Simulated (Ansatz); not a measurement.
Au:

```xyz
1
Lattice="-0.0226 2.0680 2.0268 2.0135 0.0170 1.9872 2.0420 2.0568 -0.0115" Properties=species:S:1:pos:R:3 pbc="T T T"
Au    0.1461   -0.0010   -0.0725
```

The cell isn't the ideal one: cell strained at random at fixed volume.

```yaml
Program: Ansatz 0.2.0
Task: relaxation of cell and atoms
Functional: PBE
Dispersion: D4
Potentials_or_basis: Ansatz PAW
Cutoff: "420 eV (not typed: the program's choice for these potentials)"
k_mesh: 9 × 9 × 9
Occupations: fermi-dirac, width 0.05 eV
Spin: collinear spin, ferromagnetic start
Starting_moments: "[0.5] μB"
```

At the start: volume 16.85 Å³/atom.

Question: How do energy, volume and symmetry change on relaxing?

Answer: It ends after 7 steps and the volume is 17.31 Å³/atom (+2.7 %); space group Fm-3m (No. 225, to 0.05 Å); moment 0.00 μB per cell.

The path:
| step | energy change (eV) | largest force (eV/Å) | volume (Å³) |
| --- | --- | --- | --- |
| 1 | 0.0000 | 0.0000 | 16.85 |
| 2 | -0.0101 | 0.0000 | 17.33 |
| 3 | -0.0107 | 0.0000 | 17.31 |
| 4 | -0.0107 | 0.0000 | 17.31 |
| 5 | -0.0109 | 0.0000 | 17.31 |
| 6 | -0.0109 | 0.0000 | 17.31 |
| 7 | -0.0109 | 0.0000 | 17.31 |

Final structure:
```
Au
1.0
     0.00003    2.05346    2.05317
     2.05300    0.00000    2.05319
     2.05299    2.05347    0.00001
Au
1
Direct
  0.94666 0.01822 0.05298
```

Caveat: the plane-wave basis is chosen anew once the cell has moved, so the energies of steps on either side of that aren't comparable; pairwise dispersion overbinds metals, which lowers pressure and volume; the starting moments weren't kept.
